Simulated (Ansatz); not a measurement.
**Cd4Te: balancing the decomposition**

Method: Ansatz 0.2.0, DFT PBE, scalar-relativistic, plane waves, PAW. All cells share a 420 eV cutoff and Γ-centred k meshes spaced at most about 0.3 Å⁻¹ (about 0.25 or finer for metals, 2π included). No spin polarisation.

Energies over the elements count from the elements' standard structures at the same level, with no fitted energy shifts.

Temperature and zero-point effects are left out. These runs have no spin–orbit coupling, which can matter for Te. The reference form of Te is held partly by dispersion forces, which this level lacks.

A trial structure of Cd4Te (reached from: Mn4N type (Pm-3m); relaxed: space group Pm-3m (No. 221), a = 5.437 Å) has a formation energy of 0.283 eV/atom. At its composition the lowest mixture among the elements and 1 reference phase computed alike (others may be missing) consists of these:

```
       phase   source  ΔE_f (eV/atom)
  Cd (solid)  element          -0.006
CdTe (F-43m)      COD          -0.464
```

The lowest database cell of Cd (-0.006) lies slightly below the reference, hence the non-zero entry.

Question: Write the balanced decomposition and find its energy per atom, per formula unit and per mole of formula units.

Answer: Balancing Cd and Te gives Cd4Te → 3 Cd + CdTe. The left side holds 5 atoms, and the products take 3/5 (Cd) and 2/5 (CdTe) of them. The mixture therefore lies at 3/5 × (-0.006) + 2/5 × (-0.464) = -0.189 eV/atom. The reaction energy is -0.189 − (0.283) = -0.472 eV/atom. Times 5 atoms that is -2.360 eV per Cd4Te, and times 96.485 it is -228 kJ per mole of Cd4Te. Decomposition is downhill, so the trial structure is unstable against this mixture.
